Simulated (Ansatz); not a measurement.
ZrB2: single point with PBEsol

The system is ZrB2.

```
CELL_PARAMETERS angstrom
3.17000 0.00000 0.00000
-1.58500 2.74530 0.00000
0.00000 0.00000 3.53300
ATOMIC_POSITIONS crystal
Zr 0.00055 0.02110 0.99126
B 0.65467 0.33004 0.49578
B 0.34214 0.66506 0.51411
```

The cell isn't the ideal one: atoms moved at random, drawn with an rms of 0.05 Å.

```yaml
Program: Ansatz 0.2.0
Task: single point
Functional: PBEsol
Potentials_or_basis: all-electron LAPW, scalar-relativistic
Cutoff: 296 eV (chosen from the basis error)
Basis_error_allowed: 0.001 eV/atom
k_mesh: 10 × 10 × 8
Occupations: fermi-dirac, width 0.05 eV
Spin: no spin polarisation
```

```
Pressure               : -3.1 GPa
Largest force          : 1.242 eV/Å
Band gap on the k mesh : none (metal or under the smearing width)
Loewdin charges        : Zr +0.73; B -0.35 e
```

Forces in eV/Å, atoms in the order of the input:
```
Zr   0.374 -0.832  0.675
B    0.535  0.395  0.049
B   -0.909  0.437 -0.724
```

Stress tensor (GPa, compression positive):
```
-2.86  0.47  0.44
 0.47 -3.11 -0.71
 0.44 -0.71 -3.19
```

Levels at points of the mesh, in eV from the Fermi level:
```
              k point  band 17  band 18  band 19  band 20  band 21  band 22  band 23  band 24
   (0.00, 0.00, 0.00)    -2.78    -2.69    -2.29    -2.07     3.36     3.50     3.88     4.41
  (0.00, 0.00, -0.50)    -6.88    -1.30    -0.58     0.22     0.66     0.86     0.95     1.91
  (0.00, -0.50, 0.00)    -8.36    -3.81    -2.99    -2.55     2.18     2.51     5.02     5.10
 (0.00, -0.50, -0.50)    -6.88    -4.49    -4.07    -1.88     3.77     4.14     5.40     6.28
  (-0.50, 0.00, 0.00)    -8.45    -3.96    -3.30    -2.42     2.10     2.96     5.04     5.16
 (-0.50, 0.00, -0.50)    -6.66    -4.56    -3.93    -2.02     3.79     4.00     5.40     6.32
 (-0.50, -0.50, 0.00)    -8.27    -3.68    -2.95    -2.46     1.95     2.49     5.00     5.04
(-0.50, -0.50, -0.50)    -7.06    -4.46    -4.17    -1.76     3.73     4.22     5.40     6.30
```

Wall time 51 s on 2 threads of Arm Neoverse V2 (shared host), peak memory 0.77 GiB.
